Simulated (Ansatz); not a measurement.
The system is BaF2 (Frankdicksonite).

```xyz
3
Lattice="0.0000 3.1000 3.1000 3.1000 0.0000 3.1000 3.1000 3.1000 0.0000" Properties=species:S:1:pos:R:3 pbc="T T T"
Ba    0.0000    0.0000    0.0000
F     4.6501    4.6501    4.6501
F     1.5500    1.5500    1.5500
```

Base run:

| Quantity | Value |
| --- | --- |
| Program | Ansatz 0.2.0 |
| Functional | RPBE |
| Potentials or basis | Ansatz PAW |
| Cutoff | 420 eV (not typed: the program's choice for these potentials) |
| k mesh | 8 × 8 × 8 |
| Occupations | fermi-dirac, width 0.05 eV |
| Spin | no spin polarisation |

Its results: band gap on the k mesh 7.13 eV, indirect (least direct gap 7.22 eV); pressure 4.1 GPa.

Problem. The run is repeated on the same cell with these changes: functional from RPBE to LDA. What comes out?

Solution. Band gap on the k mesh 6.45 eV, indirect (least direct gap 6.56 eV); pressure -4.6 GPa.

LDA binds more tightly than RPBE, so the same cell stands under less pressure.

Caveats: spin-orbit coupling is left out, which moves the levels of the heavy elements; the PAW data sets come from PBE, with cores solved anew for the run's functional, which leaves a small shift of forces and pressure.
